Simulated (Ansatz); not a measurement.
NiSb (Breithauptite):

```
Sb Ni
1.0
     3.92800    0.00000    0.00000
    -1.96400    3.40175    0.00000
     0.00000    0.00000    5.12000
Sb Ni
2 2
Cartesian
  1.9640 1.1339 3.8400
  0.0000 2.2678 1.2800
  0.0000 0.0000 2.5600
  0.0000 0.0000 0.0000
```

Base run:

| Item | Value |
| --- | --- |
| Program | Ansatz 0.2.0 |
| Functional | LDA |
| Potentials or basis | all-electron LAPW, scalar-relativistic |
| Cutoff | 270 eV |
| Density cutoff | 1078 eV |
| Basis error allowed | 0.002 eV/atom |
| k mesh | 8 × 8 × 5 |
| Occupations | fermi-dirac, width 0.05 eV |
| Spin | collinear spin, ferromagnetic start |
| Starting moments | [0.0, 0.0, 1.0, 1.0] μB |

Its results: pressure -5.5 GPa; net moment 0.00 μB per cell.

After a change of settings the same cell gave: pressure -2.0 GPa; net moment 0.00 μB per cell. Which change was it?
A. functional from LDA to PBEsol
B. functional from LDA to PBE
C. functional from LDA to PBE; basis error allowed from 0.002 eV/atom to 0.001 eV/atom

A.

PBEsol binds less tightly than LDA, so the same cell stands under more pressure.

Not every run made on this cell is shown here.
